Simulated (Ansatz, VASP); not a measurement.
**CdSe in VASP and in Ansatz**

The input INCAR:

```
SYSTEM = CdSe
PREC = Accurate
ENCUT = 520
EDIFF = 1E-6
ISMEAR = -1
SIGMA = 0.01
LREAL = .FALSE.
LASPH = .TRUE.
NELM = 150
ALGO = Normal
ISIF = 2
LWAVE = .FALSE.
LCHARG = .FALSE.
LNONCOLLINEAR = .TRUE.
MAGMOM = 0 0 0 0 0 0
LORBIT = 11
LSORBIT = .TRUE.
GGA_COMPAT = .FALSE.
LORBMOM = .TRUE.
GGA = PS
NBANDS = 30
```

File KPOINTS:

```
regular mesh
0
G
  6 6 6
  0 0 0
```

POSCAR

```
CdSe
1.0
    3.0054947588      3.0054947588      0.0000000000
   -3.0054947588      3.0054947588      0.0000000000
    0.0000000000      3.0054947588      3.0054947588
Cd Se
1 1
Direct
    0.0000000000      0.0000000000      0.0000000000
    0.7500000000      0.2500000000      0.5000000000
```

Input for Ansatz:

```yaml
crystal:
  lattice:
    - [3.00549475876, 3.00549475876, 0.0]
    - [-3.00549475876, 3.00549475876, 0.0]
    - [0.0, 3.00549475876, 3.00549475876]
  atoms:
    - { symbol: Cd, position: [0.0, 0.0, 0.0] }
    - { symbol: Se, position: [0.75, 0.25, 0.5] }
kpoints:
  mp_grid: { grid: [6, 6, 6] }
scf:
  occupations: { method: fermi_dirac, width: 0.01 }
  convergence: { dr2_threshold: 1.0e-10 }
hamiltonian:
  xc: pbesol
  pseudopotentials: { kind: all_electron, lapw: { basis_error: 0.0005 } }
magnetization:
  noncollinear: true
  spin_orbit: true
output:
  forces: true
  stress: true
  eigenstates:
    kpoints:
      - [0.0, 0.0, 0.0]
      - [-0.5, -0.5, -0.5]
      - [-0.5, 0.5, 0.0]
      - [0.0, 0.0, -0.5]
      - [0.0, -0.5, -0.5]
      - [0.0, 0.5, 0.0]
      - [-0.5, 0.0, 0.0]
      - [-0.5, 0.0, -0.5]
  eigenvalues: true
```

Alike in both runs: task single point; functional PBEsol; k mesh 6 × 6 × 6; occupations fermi-dirac, width 0.01 eV; non-collinear spin, spin-orbit coupling.

```csv
,VASP,Ansatz
version,VASP 6.6.1,Ansatz 0.2.0
potentials or method,"VASP PAW PBE potentials, release 64 (Cd, Se)",all-electron LAPW
plane-wave cutoff (eV),520,see its input
```

```tsv
	VASP	Ansatz	Ansatz less VASP
gap on the k mesh at the Fermi level (eV)	0.43	0.43	-0.003
pressure (GPa)	2.4	2.0	-0.40
net moment per atom (μB)	0.00	0.00	0.000
```

Ansatz ran all-electron here, so the differences hold the error of VASP's frozen core and of both bases.

Caveats: the PAW data sets were made with another functional, which shifts forces and pressure a little (VASP).
